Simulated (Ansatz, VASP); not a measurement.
## GaN: VASP beside Ansatz

The input POSCAR:

```
GaN
1.0
    3.1831493773      0.0000000000      0.0000000000
   -1.5915746887      2.7566882247      0.0000000000
    0.0000000000      0.0000000000      5.1836252148
Ga N
2 2
Direct
    0.3333333333      0.6666666667     -0.0008868111
    0.6666666667      0.3333333333      0.4991131889
    0.3333333333      0.6666666667      0.3758868111
    0.6666666667      0.3333333333      0.8758868111
```

Contents of INCAR.step1:

```
  PREC = Accurate
  ENCUT = 520
  ISMEAR = 0
  SIGMA = 0.01
  LREAL = False
  LASPH = True
  NELM = 60
  NBANDS = 26
  GGA = PE
  ALGO = Normal
  EDIFF = 1E-4
  LWAVE = True
  LCHARG = False
```

Contents of INCAR.step2:

```
  PREC = Accurate
  ENCUT = 520
  EDIFF = 1E-6
  ISMEAR = 0
  SIGMA = 0.01
  LREAL = False
  LASPH = True
  NELM = 60
  ALGO = Normal
  ISIF = 2
  LWAVE = False
  LCHARG = False
  METAGGA = R2SCAN
  LMIXTAU = True
  NBANDS = 26
  ISTART = 1
```

The input KPOINTS:

```
Automatic mesh
0
Gamma
  9 9 4
```

Input for Ansatz:

```yaml
crystal:
  lattice:
    - [3.1831493773, 0.0, 0.0]
    - [-1.5915746887, 2.7566882247, 0.0]
    - [0.0, 0.0, 5.1836252148]
  atoms:
    - { symbol: Ga, position: [0.3333333333, 0.6666666667, -0.0008868111] }
    - { symbol: Ga, position: [0.6666666667, 0.3333333333, 0.4991131889] }
    - { symbol: "N", position: [0.3333333333, 0.6666666667, 0.3758868111] }
    - { symbol: "N", position: [0.6666666667, 0.3333333333, 0.8758868111] }
kpoints:
  mp_grid: { grid: [9, 9, 4] }
hamiltonian:
  xc: r2scan
scf:
  occupations: { method: fixed }
  n_extra_bands: 5
output:
  forces: true
  stress: true
  eigenvalues: true
```

Alike in both runs: task single point; functional r2SCAN; k mesh 9 × 9 × 4; no spin polarisation.

|  | VASP | Ansatz |
| --- | --- | --- |
| version | VASP 6.6.1 | Ansatz 0.2.0 |
| potentials or method | VASP PAW PBE potentials, release 64 (Ga_d, N) | plane waves, PAW |
| plane-wave cutoff (eV) | 520 | 500 |
| occupations | gaussian, width 0.01 eV | fixed |
| valence electrons in the cell | 36 | 36 |

|  | VASP | Ansatz | Ansatz less VASP |
| --- | --- | --- | --- |
| gap on the k mesh at the Fermi level (eV) | 2.34 | 2.35 | +0.007 |
| pressure (GPa) | 1.1 | 0.0 | -1.08 |
| largest component of the traceless stress (GPa) | 0.09 | 0.00 | -0.085 |

Caveats: the PAW data sets were made with another functional, which shifts forces and pressure a little (VASP).
